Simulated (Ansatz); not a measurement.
This cell of BeO (wurtzite) is off equilibrium:

```yaml
crystal:
  lattice:
    - [2.71181, 0.00000, 0.00000]
    - [-1.35591, 2.34850, 0.00000]
    - [0.00000, 0.00000, 8.80911]
  atoms:
    - { symbol: Be, position: [0.66667, 0.33333, 0.98031] }
    - { symbol: Be, position: [0.66667, 0.33333, 0.52118] }
    - { symbol: Be, position: [0.33333, 0.66667, 0.24900] }
    - { symbol: Be, position: [0.33333, 0.66667, 0.75249] }
    - { symbol: O, position: [0.66667, 0.33333, 0.30649] }
    - { symbol: O, position: [0.66667, 0.33333, 0.81722] }
    - { symbol: O, position: [0.33333, 0.66667, 0.07114] }
    - { symbol: O, position: [0.33333, 0.66667, 0.55257] }
```

Method: PBE (plane waves to 420 eV, PAW, scalar-relativistic; Ansatz, a program for electronic structure). k mesh 14×14×4 (Γ-centred), Fermi-Dirac smearing 0.05 eV. Compression counts positive. BeO was relaxed with its symmetry unable to fall.

Problem. Predict the force on every atom, in eV/Å.

Solution. 
| atom | Fx | Fy | Fz |
|---|---|---|---|
| Be1 | 0.000 | 0.000 | 7.865 |
| Be2 | 0.000 | 0.000 | -4.341 |
| Be3 | 0.000 | 0.000 | 0.809 |
| Be4 | 0.000 | 0.000 | -0.242 |
| O5 | 0.000 | 0.000 | 1.727 |
| O6 | 0.000 | 0.000 | -4.742 |
| O7 | 0.000 | 0.000 | -4.997 |
| O8 | 0.000 | 0.000 | 3.921 |

Problem. Give the stress tensor in GPa and the pressure.

Solution. 
```
   3.40     0.00     0.00
   0.00     3.40     0.00
   0.00     0.00     8.58
```
The pressure, a third of the trace, is 5.13 GPa.

(For displaced atoms, the force is minus the slope of the energy, and its curvature is a force constant, which sets phonon frequencies.)
